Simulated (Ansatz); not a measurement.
## Elastic constants of KF (Fm-3m), step by step

```xyz
2
Lattice="0.0000 2.6542 2.6542 2.6542 0.0000 2.6542 2.6542 2.6542 0.0000" Properties=species:S:1:pos:R:3 pbc="T T T"
K     0.0000    0.0000    0.0000
F     2.6542    2.6542    2.6542
```

Level of theory, where no other is named: PBEsol, all-electron LAPW in Ansatz 0.2.0, scalar-relativistic. k mesh 8×8×8, fixed occupations, basis error target 1 meV/atom. The cell was relaxed by PAW under this functional.

The cell is cubic and carries a residual pressure of -0.04 GPa at this level. Each strain component that symmetry leaves independent is applied at ±0.003, the ions relax wherever a strain frees them, and the stress (tension positive, GPa) is read. Shears are engineering strains, γ = 2ε.

```
strain    size      σxx      σyy      σzz      σyz     σxz     σxy
    xx  -0.003  -0.1768  -0.0086  -0.0086   0.0000  0.0000  0.0000
    xx  +0.003   0.2398   0.0799   0.0799   0.0000  0.0000  0.0000
    yz  -0.003   0.0361   0.0360   0.0360  -0.0411  0.0000  0.0000
    yz  +0.003   0.0361   0.0360   0.0360   0.0411  0.0000  0.0000
```

A central difference gives one constant, for example C11 ≈ (0.2398 − (-0.1768))/(0.006) = 69.4 GPa; the program then imposes the crystal's symmetry on the whole matrix.

(1) What are the independent elastic constants?

(2) Do they meet the Born conditions?

(3) What moduli does a random aggregate of grains have?

(4) With the density of 2.580 g/cm³, how fast does sound travel, and what Debye temperature follows?

(5) How far do the constants move if PAW replaces LAPW in the same cell?

(6) How do the constants change if the ions are clamped to the homogeneous strain?

(7) What happens at 10 GPa (cell relaxed there)?

Answers

(1) C11 = 69.4, C12 = 14.7, C44 = 13.7 GPa.

(2) C11 − C12 = 54.7, C11 + 2C12 = 98.9 and C44 = 13.7 GPa must all be positive, so the crystal is elastically stable; that says nothing yet of its phonons.

(3) B = (C11 + 2C12)/3 = 33.0 GPa. G_V = (C11 − C12 + 3C44)/5 = 19.2 and G_R = 5(C11 − C12)C44/(4C44 + 3(C11 − C12)) = 17.1, so G_H = 18.1 GPa. Then E = 9BG/(3B + G) = 46.0 GPa, ν = (3B − 2G)/(6B + 2G) = 0.268 and B/G = 1.82, on the ductile side of Pugh's 1.75 (a rule of thumb, made for metals; it doesn't predict ductility here).

(4) 

| direction | slow (m/s) | middle (m/s) | fast (m/s) |
| --- | --- | --- | --- |
| [100] | 2305 | 2305 | 5188 |
| [110] | 2305 | 3256 | 4651 |
| [111] | 2973 | 2973 | 4457 |

The mean of v⁻³ over directions and branches gives v_m = 2917 m/s and θ_D = (ħ/k_B) v_m (6π²n)^(1/3) = 327 K, n being atoms per volume. Young's modulus spans 36 to 64 GPa over directions, and the universal anisotropy index is 0.60.

(5) 

| constant | LAPW (GPa) | PAW (GPa) | difference |
| --- | --- | --- | --- |
| C11 | 69.4 | 69.4 | 0.0 |
| C12 | 14.7 | 14.8 | 0.1 |
| C44 | 13.7 | 13.7 | 0.0 |

(6) None moves by more than 0.3 GPa: by symmetry a homogeneous strain puts no force on these sites.

(7) The volume falls to 0.8275 of its value, and C11 = 174.7, C12 = 29.9, C44 = 7.8 GPa (slopes of the stress), in this structure whether or not another phase takes over.

Caveats: the frozen-core PAW files of the compared runs were fitted under PBE, their cores solved anew for this functional.
